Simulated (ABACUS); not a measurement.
Wanted: the native input for an ABACUS 3.10.1 run.

- Task: band structure
- Functional: r2SCAN
- Potentials or basis: SG15 ONCV 1.2 PBE
- Cutoff: 1361 eV
- Density cutoff: 5442 eV
- Basis: DZP LCAO (the cutoffs set its grid)
- Occupations: fermi-dirac, width 0.05 eV
- Spin: no spin polarisation
- Orbital files: Mo Mo_confined-atom_7au_3s2p2d1f.orb, S S_confined-atom_7au_2s2p1d.orb
- Radial cutoff of the potentials (pseudo_rcut): 10 bohr
- Density: read from an earlier self-consistent run
- Path: G-M-K-G-A-L-H-A, L-M, K-H
- Points for each segment of the path: 10
- SCF threshold on the density: 1e-07
- Max SCF steps: 100
- Eigensolver: genelpa
- Mixing: broyden
- Mixing share: 0.7
- Symmetry key: -1

Crystal: MoS2.

```
Mo S
1.0
     3.22746    0.00000    0.00000
    -1.61373    2.79507    0.00000
     0.00000    0.00000    6.31247
Mo S
1 2
Direct
  0.00000 0.00000 0.50000
  0.66667 0.33333 0.74468
  0.33333 0.66667 0.25532
```

Measurements of this composition are mostly on another form, of space group No. 194.

The input as run:

INPUT

```
INPUT_PARAMETERS
suffix              MoS2
calculation         nscf
basis_type          lcao
pseudo_dir          ./
orbital_dir         ./
symmetry            -1
dft_functional      MGGA_X_R2SCAN+MGGA_C_R2SCAN
ecutwfc             100.0
pseudo_rcut         10
nspin               1
nbands              23
ks_solver           genelpa
smearing_method     fd
smearing_sigma      0.00367493
scf_thr             1e-07
scf_nmax            100
mixing_type         broyden
mixing_beta         0.7
mixing_tau          1
init_chg            file
out_band            1
```

STRU

```
ATOMIC_SPECIES
Mo 95.9500 Mo_ONCV_PBE-1.2.upf
S 32.0600 S_ONCV_PBE-1.2.upf

NUMERICAL_ORBITAL
Mo_confined-atom_7au_3s2p2d1f.orb
S_confined-atom_7au_2s2p1d.orb

LATTICE_CONSTANT
1.8897261246

LATTICE_VECTORS
3.2274645616 0.0000000000 0.0000000000
-1.6137322808 2.7950663002 0.0000000000
0.0000000000 0.0000000000 6.3124734200

ATOMIC_POSITIONS
Direct

Mo
0.0
1
0.0000000000 0.0000000000 0.5000000000 1 1 1

S
0.0
2
0.6666666667 0.3333333333 0.7446806800 1 1 1
0.3333333333 0.6666666667 0.2553193200 1 1 1
```

KPT

```
K_POINTS
12
Line
0.00000000 0.00000000 0.00000000 10 // G
0.50000000 0.00000000 0.00000000 10 // M
0.33333333 0.33333333 0.00000000 10 // K
0.00000000 0.00000000 0.00000000 10 // G
0.00000000 0.00000000 0.50000000 10 // A
0.50000000 0.00000000 0.50000000 10 // L
0.33333333 0.33333333 0.50000000 10 // H
0.00000000 0.00000000 0.50000000 1 // A
0.50000000 0.00000000 0.50000000 10 // L
0.50000000 0.00000000 0.00000000 1 // M
0.33333333 0.33333333 0.00000000 10 // K
0.33333333 0.33333333 0.50000000 1 // H
```

Potentials or basis: SG15 ONCV 1.2 PBE, DZP LCAO (the cutoffs set its grid).

Command:

```console
$ OMP_NUM_THREADS=1 mpirun -np 4 abacus > log
```

It took 1.3 s on 4 MPI ranks on Intel(R) Xeon(R) 6975P-C (Granite Rapids), with other jobs on the host, peak memory 0.4 GiB a rank.
